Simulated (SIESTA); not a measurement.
Crystal: BeS.

```
CELL_PARAMETERS angstrom
0.00000 2.42500 2.42500
2.42500 0.00000 2.42500
2.42500 2.42500 0.00000
ATOMIC_POSITIONS crystal
S 0.75000 0.75000 0.75000
Be 0.00000 0.00000 0.00000
```

Base run:

```yaml
Program: SIESTA 5.4.2
Functional: PBE
Potentials_or_basis: PseudoDojo 0.4 standard (PBE files)
Basis: TZDP (energy shift 0.003 Ry; two zetas on semicore shells)
Grid_cutoff: 800 Ry
Energy_shift: 0.003 Ry
k_mesh: 9 × 9 × 9
Occupations: fermi-dirac, width 0.05 eV
Spin: no spin polarisation
```

Its results: band gap on the k mesh 3.19 eV, indirect (least direct gap 5.63 eV); pressure 3.4 GPa.

Task: After a change of settings the same cell gave: band gap on the k mesh 3.58 eV, indirect (least direct gap 5.36 eV); pressure 2.9 GPa. Which change was it?
A. basis from TZDP (energy shift 0.003 Ry; two zetas on semicore shells) to DZP (energy shift 0.003 Ry; two zetas on semicore shells)
B. basis from TZDP (energy shift 0.003 Ry; two zetas on semicore shells) to SZP (energy shift 0.003 Ry)
C. basis from TZDP (energy shift 0.003 Ry; two zetas on semicore shells) to DZDP (energy shift 0.003 Ry; two zetas on semicore shells)
D. basis from TZDP (energy shift 0.003 Ry; two zetas on semicore shells) to TZP (energy shift 0.003 Ry; two zetas on semicore shells)

Result: B.

Caveats: short orbitals over semicore shells can move pressures by several GPa; the mesh misses the band edges, which the band path finds closer together; the basis of atomic orbitals isn't converged, which shifts pressures, moduli and gaps.
